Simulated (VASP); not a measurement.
Runs of VASP 6.6.1 on CdS (Greenockite). It takes space group P6_3mc (No. 186, hexagonal). The conventional cell has a = 4.150 Å, b = 4.150 Å, c = 6.737 Å, α = 90.00°, β = 90.00°, γ = 120.00°. Cd (site symmetry 3m) is surrounded by 4 S at 2.53 to 2.54 Å. S (site symmetry 3m) is surrounded by 4 Cd at 2.53 to 2.54 Å. 

| task | level | spin | cell | k mesh | cutoff (eV) | smearing | gap on the mesh (eV) | pressure (GPa) | relaxed volume (Å³/atom) | largest force (eV/Å) |
| --- | --- | --- | --- | --- | --- | --- | --- | --- | --- | --- |
| band structure | revPBE | off | as given | 7 × 7 × 4 | 520 | fermi-dirac 0.05 eV | 1.34 | - | - | - |
| band structure | BLYP | off | as given | 7 × 7 × 4 | 520 | fermi-dirac 0.05 eV | 1.16 | 5.7 | - | 0.07 |
| relaxation of cell and atoms | RPBE | off | relaxed | 7 × 7 × 4 | 600 | fermi-dirac 0.05 eV | 1.18 | 0.0 | (c) | 0.01 |
| relaxation of cell and atoms | BLYP | off | relaxed | 7 × 7 × 4 | 600 | fermi-dirac 0.05 eV | (a) | 0.0 | 27.68 | - |
| band structure | PW91 | off | as given | 7 × 7 × 4 | 520 | fermi-dirac 0.05 eV | 1.18 | - | - | - |
| single point | PBE | off | as given | 7 × 7 × 4 | 520 | gaussian 0.011 eV | (d) | 2.4 | - | 0.07 |
| relaxation of cell and atoms | revPBE | off | relaxed | 7 × 7 × 4 | 600 | fermi-dirac 0.05 eV | 1.17 | 0.0 | (b) | - |
| band structure | RPBE | off | as given | 7 × 7 × 4 | 520 | fermi-dirac 0.05 eV | 1.38 | 4.6 | - | 0.07 |

Alike in all rows: potentials or basis VASP PAW PBE potentials, release 64 (Cd, S).

Estimate the missing entries.

(a) 0.90; (b) 26.93; (c) 27.23; (d) 1.20.

Caveats: the PAW data sets were made with another functional, which shifts forces and pressure a little (some runs); the volume moved by +10 % from the deposited cell, more than functionals usually miss (some runs).

A k mesh can miss the band edges, and the runs leave out spin-orbit coupling on Cd.
